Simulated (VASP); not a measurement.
# MgO (Periclase) (Fm-3m) in VASP: further runs

The runs below take MgO (Periclase) through relaxation of cell and atoms, with LDA.

Everything below comes from runs of VASP 6.6.1. Logs are shortened: lines on timing, memory, paths and dates and some standing lists are left out, and cuts for length are marked.

## 1. The structure

It takes space group Fm-3m (No. 225, cubic). The conventional cell has a = 4.217 Å, b = 4.217 Å, c = 4.217 Å, α = 90.00°, β = 90.00°, γ = 90.00°. Mg (site symmetry m-3m) has 6 O at 2.11 Å as nearest neighbours. Around O (site symmetry m-3m) lie 6 Mg at 2.11 Å.

## 2. Relaxation of cell and atoms, LDA, target pressure 13.3 GPa, at which the enthalpy is minimised

Contents of INCAR:

```
SYSTEM = MgO
  ALGO = Normal
  EDIFF = 1E-6
  EDIFFG = -0.01
  ENCUT = 600
  IBRION = 2
  ISIF = 3
  ISMEAR = 0
  LASPH = .True.
  LCHARG = .False.
  LREAL = .False.
  LWAVE = .False.
  NELM = 80
  NSW = 90
  PREC = Accurate
  PSTRESS = 133.0
  SIGMA = 0.03
```

Contents of KPOINTS:

```
k-points
0
Gamma
  12 12 12
  0 0 0
```

Contents of POSCAR:

```
MgO
1.0
    0.0000000000      2.1085000000      2.1085000000
    2.1085000000      0.0000000000      2.1085000000
    2.1085000000      2.1085000000      0.0000000000
Mg O
1 1
Direct
    0.0000000000      0.0000000000      0.0000000000
    0.5000000000      0.5000000000      0.5000000000
```

Potentials or basis: VASP PAW LDA potentials, release 64 (Mg, O).

On the command line:

```sh
$ cat potpaw_LDA.64/Mg/POTCAR potpaw_LDA.64/O/POTCAR > POTCAR
$ mpirun -np 1 vasp_std > vasp.out
```

OUTCAR:

```text
SYSTEM = MgO
   EDIFF = 1E-6
   EDIFFG = -0.01
   ENCUT = 600
   IBRION = 2
   ISIF = 3
   ISMEAR = 0
   LASPH = .True.
   LREAL = .False.
   NELM = 80
   NSW = 90
   PREC = Accurate
   PSTRESS = 133.0

 ion  position               nearest neighbor table
   1  0.000  0.000  0.000-   2 2.11   2 2.11   2 2.11   2 2.11   2 2.11   2 2.11
   2  0.500  0.500  0.500-   1 2.11   1 2.11   1 2.11   1 2.11   1 2.11   1 2.11

  LATTYP: Found a face centered cubic cell.
 ALAT       =     4.2170000000

  Lattice vectors:

 A1 = (   0.0000000000,   2.1085000000,   2.1085000000)
 A2 = (   2.1085000000,   0.0000000000,   2.1085000000)
 A3 = (   2.1085000000,   2.1085000000,   0.0000000000)

Analysis of symmetry for initial positions (statically):
=====================================================================
 Subroutine PRICEL returns:
 Original cell was already a primitive cell.

 Routine SETGRP: Setting up the symmetry group for a
 face centered cubic supercell.

 Subroutine GETGRP returns: Found 48 space group operations
 (whereof 48 operations were pure point group operations)
 out of a pool of 48 trial point group operations.

The static configuration has the point symmetry O_h .

Analysis of symmetry for dynamics (positions and initial velocities):
=====================================================================
 Subroutine PRICEL returns:
 Original cell was already a primitive cell.

 Routine SETGRP: Setting up the symmetry group for a
 face centered cubic supercell.

 Subroutine GETGRP returns: Found 48 space group operations
 (whereof 48 operations were pure point group operations)
 out of a pool of 48 trial point group operations.

The dynamic configuration has the point symmetry O_h .

 Subroutine INISYM returns: Found 48 space group operations
 (whereof 48 operations are pure point group operations),
 and found     1 'primitive' translations

----------------------------------------------------------------------------------------

                                     Primitive cell

  volume of cell :      18.7478

  direct lattice vectors                    reciprocal lattice vectors
     0.000000000  2.108500000  2.108500000    -0.237135404  0.237135404  0.237135404
     2.108500000  0.000000000  2.108500000     0.237135404 -0.237135404  0.237135404
     2.108500000  2.108500000  0.000000000     0.237135404  0.237135404 -0.237135404

  length of vectors
     2.981869296  2.981869296  2.981869296     0.410730569  0.410730569  0.410730569

  position of ions in fractional coordinates (direct lattice)
     0.000000000  0.000000000  0.000000000
     0.500000000  0.500000000  0.500000000

  ion indices of the primitive-cell ions
   primitive index   ion index
                 1           1
                 2           2

----------------------------------------------------------------------------------------

 KPOINTS: k-points

Automatic generation of k-mesh.
 Grid dimensions read from file:
 generate k-points for:   12   12   12

 Generating k-lattice:

  Cartesian coordinates                     Fractional coordinates (reciprocal lattice)
    -0.019761284  0.019761284  0.019761284     0.083333333  0.000000000  0.000000000
     0.019761284 -0.019761284  0.019761284     0.000000000  0.083333333  0.000000000
     0.019761284  0.019761284 -0.019761284     0.000000000  0.000000000  0.083333333

  Length of vectors
     0.034227547  0.034227547  0.034227547

  Shift w.r.t. Gamma in fractional coordinates (k-lattice)
     0.000000000  0.000000000  0.000000000

 Subroutine IBZKPT returns following result:
 ===========================================

 Found     72 irreducible k-points:

 Following reciprocal coordinates:
            Coordinates               Weight
  0.000000  0.000000  0.000000      1.000000
  0.083333  0.000000  0.000000      8.000000
  0.166667  0.000000  0.000000      8.000000
  0.250000  0.000000  0.000000      8.000000
  0.333333  0.000000  0.000000      8.000000
  0.416667  0.000000  0.000000      8.000000
[... 16 lines left out ...]
  0.500000  0.166667  0.000000     24.000000
 -0.416667  0.166667  0.000000     24.000000
 [... further k-points ...]
   k-points           NKPTS =     72   k-points in BZ     NKDIM =     72   number of bands    NBANDS=      8
   number of dos      NEDOS =    301   number of ions     NIONS =      2
   total plane-waves  NPLWV =  13824
   dimension x,y,z NGX =    24 NGY =   24 NGZ =   24
   dimension x,y,z NGXF=    48 NGYF=   48 NGZF=   48
   ions per type =               1   1
   NGX,Y,Z   is equivalent  to a cutoff of  13.38, 13.38, 13.38 a.u.
   NGXF,Y,Z  is equivalent  to a cutoff of  26.76, 26.76, 26.76 a.u.
 SYSTEM =  MgO
   PREC   = accura    normal or accurate (medium, high low for compatibility)
   ISTART =      0    job   : 0-new  1-cont  2-samecut
   ICHARG =      2    charge: 1-file 2-atom 10-const
   ISPIN  =      1    spin polarized calculation?
   LNONCOLLINEAR =      F non collinear calculations
   LSORBIT =      F    spin-orbit coupling
   LASPH  =      T    aspherical Exc in radial PAW
   ENCUT  =  600.0 eV  44.10 Ry    6.64 a.u.   5.96  5.96  5.96*2*pi/ulx,y,z
   NELM   =     80;   NELMIN=  2; NELMDL= -5     # of ELM steps
   EDIFF  = 0.1E-05   stopping-criterion for ELM
   LREAL  =      F    real-space projection
   EDIFFG = -.1E-01   stopping-criterion for IOM
   NSW    =     90    number of steps for IOM
   IBRION =      2    ionic relax: 0-MD 1-quasi-New 2-CG
   NFREE  =      1    steps in history (QN), initial steepest desc. (CG)
   ISIF   =      3    stress and relaxation
   ISYM   =      2    0-nonsym 1-usesym 2-fastsym
   POTIM  = 0.5000    time-step for ionic-motion
   TEBEG  =    0.0;   TEEND  =   0.0 temperature during run
   PSTRESS=  133.0 pullay stress
   NELECT =       8.0000    total number of electrons
   NUPDOWN=      -1.0000    fix difference up-down
   EMIN   =  10.00;   EMAX   =-10.00  energy-range for DOS
   EFERMI =   0.00;   METHOD = LEGACY
   ISMEAR =     0;   SIGMA  =   0.03  broadening in eV -4-tet -1-fermi 0-gaus
   EFERMI_NEDOS =   21; number of points for ismear=-14 and -15
   IALGO  =     38    algorithm
   IMIX   =      4    mixing-type and parameters
     AMIX     =   0.40;   BMIX     =  1.00
     AMIX_MAG =   1.60;   BMIX_MAG =  1.00
  volume/ion in A,a.u.               =       9.37        63.26
  Fermi-wavevector in a.u.,A,eV,Ry     =   1.232503  2.329092 20.668107  1.519063
  Thomas-Fermi vector in A             =   2.367270
   LORBIT       =      0    0 simple, 1 ext, 2 COOP (PROOUT), +10 PAW based schemes
   GGA     = CA    functional components
   LHFCALC =     F    Hartree Fock is set to
   AEXX    =    0.0000 exact exchange contribution
   IVDW    =     0    specifies the selected vdW correction
   LEPSILON=     F    determine dielectric tensor
   LRPA    =     F    only Hartree local field effects (RPA)
 conjugate gradient relaxation of ions
 non-spin polarized calculation
 Gauss-broadening in eV      SIGMA  =   0.03
  energy-cutoff  :      600.00
  volume of cell :       18.75
 maximum number of plane-waves:       642
   NGX = 11   NGY = 11   NGZ = 11

--------------------------------------- Ionic step        1  -------------------------------------------

 number of electron       8.0000005 magnetization

 Free energy of the ion-electron system (eV)
  ---------------------------------------------------
  ext. energy  EPLUGINS =         0.00000000
  ---------------------------------------------------
  free energy    TOTEN  =       -13.42480292 eV

  energy without entropy =      -13.42480292  energy(sigma->0) =      -13.42480292

------------------------ aborting loop because EDIFF is reached ----------------------------------------

  FORCE on cell =-STRESS in cart. coord.  units (eV):
  Direction    XX          YY          ZZ          XY          YZ          ZX
  --------------------------------------------------------------------------------------
  -------------------------------------------------------------------------------------
  Total       -0.9894321     -0.9894321     -0.9894321      0.0000000     -0.0000000      0.0000000
  in kB      -84.5562600    -84.5562600    -84.5562600      0.0000000     -0.0000000      0.0000000
  external PRESSURE =    -217.5562600 kB  Pullay stress =     133.0000000 kB

 VOLUME and BASIS-vectors are now :
 -----------------------------------------------------------------------------
  energy-cutoff  :      600.00
  volume of cell :       18.75
      direct lattice vectors                 reciprocal lattice vectors
     0.000000000  2.108500000  2.108500000    -0.237135404  0.237135404  0.237135404
     2.108500000  0.000000000  2.108500000     0.237135404 -0.237135404  0.237135404
     2.108500000  2.108500000  0.000000000     0.237135404  0.237135404 -0.237135404
[... 46 lines left out ...]
  FREE ENERGIE OF THE ION-ELECTRON SYSTEM (eV)
  ---------------------------------------------------
  free  energy   TOTEN  =       -13.2442063041 eV

  energy  without entropy=      -13.2442063041  energy(sigma->0) =      -13.24420630

  enthalpy is  TOTEN    =       -11.9573656910 eV   P V=        1.2868406131

--------------------------------------- Ionic step        3  -------------------------------------------

 number of electron       7.9999998 magnetization

 Free energy of the ion-electron system (eV)
  ---------------------------------------------------
  ext. energy  EPLUGINS =         0.00000000
  ---------------------------------------------------
  free energy    TOTEN  =       -13.40858186 eV

  energy without entropy =      -13.40858186  energy(sigma->0) =      -13.40858186

 E-fermi :   3.9443     XC(G=0): -12.1503

 val. band max:        3.7940618524   @ k =   0.0000   0.0000   0.0000
 cond. band min:       9.6426145913   @ k =   0.0000   0.0000   0.0000
 fundamental gap:      5.8485527389
 Fermi energy:         3.9442507995

 k-point     1 :       0.0000    0.0000    0.0000
  band No.  band energies     occupation
      1     -13.8423      2.00000
      2       3.7941      2.00000
      3       3.7941      2.00000
      4       3.7941      2.00000
      5       9.6426      0.00000
      6      19.9355      0.00000
      7      19.9355      0.00000
      8      19.9355      0.00000

 k-point     2 :       0.0833    0.0000    0.0000
  band No.  band energies     occupation
      1     -13.7498      2.00000
      2       3.3037      2.00000
      3       3.7345      2.00000
      4       3.7345      2.00000
      5      10.0818      0.00000
      6      18.9691      0.00000
      7      20.1362      0.00000
      8      20.1362      0.00000
[... 221 lines left out ...]
 k-point    23 :       0.5000    0.1667    0.0000
  band No.  band energies     occupation
      1     -12.1059      2.00000
      2      -0.9255      2.00000
      3       2.1044      2.00000
      4       2.7880      2.00000
      5      13.4180      0.00000
      6      16.9022      0.00000
      7      18.9847      0.00000
      8      21.7836      0.00000

 k-point    24 :      -0.4167    0.1667    0.0000
  band No.  band energies     occupation
      1     -12.0656      2.00000
      2      -0.9844      2.00000
      3       1.9516      2.00000
      4       2.8465      2.00000
      5      13.4811      0.00000
      6      17.0907      0.00000
      7      18.9602      0.00000
      8      21.7420      0.00000

 [... further k-points ...]

------------------------ aborting loop because EDIFF is reached ----------------------------------------

  FORCE on cell =-STRESS in cart. coord.  units (eV):
  Direction    XX          YY          ZZ          XY          YZ          ZX
  --------------------------------------------------------------------------------------
  -------------------------------------------------------------------------------------
  Total        1.3706381      1.3706381      1.3706381      0.0000000      0.0000000      0.0000000
  in kB      131.6737465    131.6737465    131.6737465      0.0000000      0.0000000      0.0000000
  external PRESSURE =      -1.3262535 kB  Pullay stress =     133.0000000 kB

 VOLUME and BASIS-vectors are now :
 -----------------------------------------------------------------------------
  energy-cutoff  :      600.00
  volume of cell :       16.68
      direct lattice vectors                 reciprocal lattice vectors
    -0.000000000  2.027844887  2.027844887    -0.246567182  0.246567182  0.246567182
     2.027844887 -0.000000000  2.027844887     0.246567182 -0.246567182  0.246567182
     2.027844887  2.027844887  0.000000000     0.246567182  0.246567182 -0.246567182

 POSITION                                       TOTAL-FORCE (eV/Angst)
 -----------------------------------------------------------------------------------
      0.00000      0.00000      0.00000         0.000000      0.000000     -0.000000
      2.02784      2.02784      2.02784        -0.000000     -0.000000      0.000000
 -----------------------------------------------------------------------------------
    total drift:                               -0.000000     -0.000000      0.000000

  FREE ENERGIE OF THE ION-ELECTRON SYSTEM (eV)
  ---------------------------------------------------
  free  energy   TOTEN  =       -13.4085818634 eV

  energy  without entropy=      -13.4085818634  energy(sigma->0) =      -13.40858186

  enthalpy is  TOTEN    =       -12.0241383196 eV   P V=        1.3844435438

 reached required accuracy - stopping structural energy minimisation
```

It took 22 s on 1 thread of AMD EPYC 7R13 (Zen 3), shared host; peak memory 0.12 GiB.

What came out:

- Free energy: -13.4086 eV
- Relaxed volume: 8.34 Å³/atom
- Relaxed cell: a = 2.868 Å, b = 2.868 Å, c = 2.868 Å, α = 60.00°, β = 60.00°, γ = 60.00°
- Space group after relaxing (to 0.05 Å): Fm-3m (No. 225)
- Energy change on relaxing (the enthalpy is what falls): +8.1 meV/atom
- Ionic steps: 3
- Pressure after relaxing: 13.2 GPa
- Band gap on the k mesh: 5.85 eV, direct

The path:
```tsv
step	energy change (eV)	largest force (eV/Å)	pressure (GPa)	volume (Å³)
1	0.0000	0.0000	-8.46	18.75
2	0.1806	0.0000	32.80	15.50
3	0.0162	0.0000	13.17	16.68
```

Final structure:
```yaml
crystal:
  lattice:
    - [0.00000, 2.02784, 2.02784]
    - [2.02784, 0.00000, 2.02784]
    - [2.02784, 2.02784, 0.00000]
  atoms:
    - { symbol: Mg, position: [0.00000, 0.00000, 0.00000] }
    - { symbol: O, position: [0.50000, 0.50000, 0.50000] }
```

Levels at points of the mesh, in eV from the valence-band top:
| k point | band 1 | band 2 | band 3 | band 4 | band 5 | band 6 | band 7 | band 8 |
| --- | --- | --- | --- | --- | --- | --- | --- | --- |
| (0.00, 0.00, 0.00) | -17.64 | 0.00 | 0.00 | 0.00 | 5.85 | 16.14 | 16.14 | 16.14 |
| (0.50, 0.00, 0.00) | -15.97 | -5.23 | -0.81 | -0.81 | 8.47 | 13.71 | 17.19 | 17.19 |
| (0.50, 0.50, 0.00) | -15.65 | -4.64 | -1.54 | -1.54 | 8.98 | 10.99 | 14.13 | 20.41 |

Caveat: the cell is relaxed towards a set pressure, so the enthalpy falls and the energy may rise.

## 3. Relaxation of cell and atoms, LDA, target pressure 13.3 GPa, at which the enthalpy is minimised

This run uses another cell than the first one, of 8.34 Å³/atom, 0.890 times its volume.

INCAR: that of step 2 with these lines changed.

```diff
@@ -2,4 +2,4 @@
   ALGO = Normal
-  EDIFF = 1E-6
-  EDIFFG = -0.01
+  EDIFF = 1E-7
+  EDIFFG = -0.005
   ENCUT = 600
```

KPOINTS is that of step 2.

Contents of POSCAR:

```
MgO                                     
1.0
   -0.0000000000      2.0278448868      2.0278448868
    2.0278448868     -0.0000000000      2.0278448868
    2.0278448868      2.0278448868      0.0000000000
  Mg              O             
     1     1
Direct
     0.0000000000000000    0.0000000000000000    0.0000000000000000
     0.5000000000000000    0.5000000000000000    0.5000000000000000
```

Potentials or basis: VASP PAW LDA potentials, release 64 (Mg, O).

On the command line:

```sh
$ cat potpaw_LDA.64/Mg/POTCAR potpaw_LDA.64/O/POTCAR > POTCAR
$ mpirun -np 1 vasp_std > vasp.out
```

OUTCAR:

```text
SYSTEM = MgO
   EDIFF = 1E-7
   EDIFFG = -0.005
   ENCUT = 600
   IBRION = 2
   ISIF = 3
   ISMEAR = 0
   LASPH = .True.
   LREAL = .False.
   NELM = 80
   NSW = 90
   PREC = Accurate
   PSTRESS = 133.0

 ion  position               nearest neighbor table
   1  0.000  0.000  0.000-   2 2.03   2 2.03   2 2.03   2 2.03   2 2.03   2 2.03
   2  0.500  0.500  0.500-   1 2.03   1 2.03   1 2.03   1 2.03   1 2.03   1 2.03

  LATTYP: Found a face centered cubic cell.
 ALAT       =     4.0556897736

  Lattice vectors:

[... 456 lines left out ...]
  Direction    XX          YY          ZZ          XY          YZ          ZX
  --------------------------------------------------------------------------------------
  -------------------------------------------------------------------------------------
  Total        1.3782782      1.3782782      1.3782782     -0.0000000     -0.0000000     -0.0000000
  in kB      132.4077089    132.4077089    132.4077089     -0.0000000     -0.0000000     -0.0000000
  external PRESSURE =      -0.5922911 kB  Pullay stress =     133.0000000 kB

 VOLUME and BASIS-vectors are now :
 -----------------------------------------------------------------------------
  energy-cutoff  :      600.00
  volume of cell :       16.68
      direct lattice vectors                 reciprocal lattice vectors
     0.000000000  2.027844887  2.027844887    -0.246567182  0.246567182  0.246567182
     2.027844887  0.000000000  2.027844887     0.246567182 -0.246567182  0.246567182
     2.027844887  2.027844887  0.000000000     0.246567182  0.246567182 -0.246567182

 POSITION                                       TOTAL-FORCE (eV/Angst)
 -----------------------------------------------------------------------------------
      0.00000      0.00000      0.00000        -0.000000     -0.000000      0.000000
      2.02784      2.02784      2.02784         0.000000      0.000000      0.000000
 -----------------------------------------------------------------------------------
    total drift:                               -0.000000     -0.000000      0.000000

  FREE ENERGIE OF THE ION-ELECTRON SYSTEM (eV)
  ---------------------------------------------------
  free  energy   TOTEN  =       -13.4022822318 eV

  energy  without entropy=      -13.4022822318  energy(sigma->0) =      -13.40228223

  enthalpy is  TOTEN    =       -12.0178386881 eV   P V=        1.3844435437

 reached required accuracy - stopping structural energy minimisation
```

CONTCAR:

```text
MgO
   1.00000000000000
     0.0000000000000000    2.0278448868000001    2.0278448868000001
     2.0278448868000001    0.0000000000000000    2.0278448868000001
     2.0278448868000001    2.0278448868000001    0.0000000000000000
  Mg              O
     1     1
Direct
     0.0000000000000000    0.0000000000000000    0.0000000000000000
     0.5000000000000000    0.5000000000000000    0.5000000000000000

  0.00000000E+00  0.00000000E+00  0.00000000E+00
  0.00000000E+00  0.00000000E+00  0.00000000E+00
```

Wall time 10 s (1 thread of AMD EPYC 7R13 (Zen 3), shared host); peak memory 0.11 GiB.

Results:

- Free energy: -13.4023 eV
- Pressure after relaxing: 13.2 GPa
- Band gap on the k mesh: 5.85 eV, direct

Final structure:
```xyz
2
Lattice="0.0000 2.0278 2.0278 2.0278 0.0000 2.0278 2.0278 2.0278 0.0000" Properties=species:S:1:pos:R:3 pbc="T T T"
Mg    0.0000    0.0000    0.0000
O     2.0278    2.0278    2.0278
```

Levels at points of the mesh, in eV from the valence-band top:
```
           k point  band 2  band 3  band 4  band 5  band 6  band 7
(0.00, 0.00, 0.00)    0.00    0.00    0.00    5.85   16.14   16.14
(0.50, 0.00, 0.00)   -5.23   -0.81   -0.81    8.47   13.71   17.19
(0.50, 0.50, 0.00)   -4.64   -1.54   -1.54    8.97   10.99   14.13
```

Caveat: the relaxation stopped at its first step, so nothing moved; the cell is relaxed towards a set pressure, so the enthalpy falls and the energy may rise.
